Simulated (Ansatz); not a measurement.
Results of PBE (Ansatz, a first-principles code, PAW) for rutile GeO2.

Settings: plane-wave cutoff 520 eV, 8×8×12 k mesh (along the axes of the cell as run), Fermi–Dirac smearing 0.01 eV, scalar-relativistic PAW data made under PBE.

Shape and atoms are relaxed at each volume.

Pressure at four volumes; x = ln(V/9.750 Å³). One pressure is withheld.

```
V (Å³/atom)        x  P (GPa)
-----------  -------  -------
9.360        -0.0408        ?
9.555        -0.0202     4.18
9.750         0.0000     0.00
10.140        0.0392    -6.61
```

### Question
Pass a parabola P(x) through the three rows shown, estimate the bulk modulus and its pressure derivative near zero pressure, and predict the withheld pressure.

### Answer
Slopes between the rows: (0.00 − (4.18))/(0.0000 − (-0.0202)) = -206.93 and (-6.61 − (0.00))/(0.0392 − (0.0000)) = -168.62 GPa. Their difference over the span 0.0594 is c = 38.31/0.0594 = 644.9 GPa, so P(x) = 4.18 + (-206.93)(x − (-0.0202)) + 644.9 (x − (-0.0202))(x − (0.0000)). At the middle row B = −dP/dx = −[-206.93 + 644.9 × 0.0202] = 193.9 GPa, and B′ = dB/dP = 2c/B = 6.7. At x = -0.0408 the parabola gives 8.98 GPa; the run gives 8.98 GPa. The Birch–Murnaghan fit to the energies at all volumes has B0 = 193 GPa and B′ = 6.7.

Measured, for comparison: bulk modulus 251 GPa (room temperature, not corrected to a static lattice, from measured elastic constants; as tabulated in Sevik and Bulutay (2007), arXiv:cond-mat/0610176). Computed (rounded) less measured: bulk modulus -23 %.

Note: the bulk modulus comes from volumes at which shape and atoms were relaxed.
